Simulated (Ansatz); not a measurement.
**AlAu in Ansatz: the effect of functional**

The system is AlAu.

```
Au Al
1.0
     3.26637    0.00000    0.00000
     0.00000    3.26637    0.00000
     0.00000    0.00000    3.26637
Au Al
1 1
Direct
  0.50000 0.50000 0.50000
  0.00000 0.00000 0.00000
```

The cell comes from a database or a generator and needn't be the stable form of this composition.

The cell isn't the ideal one: volume scaled by 1.04.

Alike in all runs:

* Program: Ansatz 0.2.0
* Task: single point
* Potentials or basis: Ansatz PAW
* k mesh: 8 × 8 × 8
* Occupations: fermi-dirac, width 0.05 eV
* Spin: no spin polarisation

```csv
functional,cutoff,pressure (GPa)
LDA,420 eV (not typed: the program's choice for these potentials),?
PBEsol,420 eV (not typed: the program's choice for these potentials),-8.5
r2SCAN,500 eV (not typed: the program's choice for these potentials),-8.4
```

What does the run with functional LDA give?

Pressure -10.9 GPa.

Caveats: the PAW data sets come from PBE, with cores solved anew for the run's functional, which leaves a small shift of forces and pressure.
